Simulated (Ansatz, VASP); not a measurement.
**One calculation of TiSi2, two programs**

```xyz
6
Lattice="1.7749 -6.7781 0.0000 1.7749 6.7781 0.0000 0.0000 0.0000 3.5779" Properties=species:S:1:pos:R:3 pbc="T T T"
Ti    1.7749   -5.3803    2.6834
Ti    1.7749    5.3803    0.8945
Si    1.7749   -0.8033    2.6834
Si    1.7749    0.8033    0.8945
Si    1.7749    3.3919    2.6834
Si    1.7749   -3.3919    0.8945
```

Alike in both runs: functional PBE; k mesh 12 × 12 × 10; occupations gaussian, width 0.1 eV; no spin polarisation.

Ansatz relaxed the structure, and its values are those at the end. VASP's run is a single point on that final structure, the one shown.

```csv
,VASP,Ansatz
version,VASP 6.6.1,Ansatz 0.2.0
potentials or method,"VASP PAW PBE potentials, release 64 (Ti_sv, Si)","scalar-relativistic, plane waves, PAW"
plane-wave cutoff (eV),520,420
valence electrons in the cell,40,40
```

```csv
,VASP,Ansatz,Ansatz less VASP
gap on the k mesh at the Fermi level (eV),none,none,-
pressure (GPa),0.0,0.0,+0.01
rms of the force components (eV/Å),0.004,0.000,-0.0034
```

A gap of «none» marks a metal or a gap that the smearing closes.
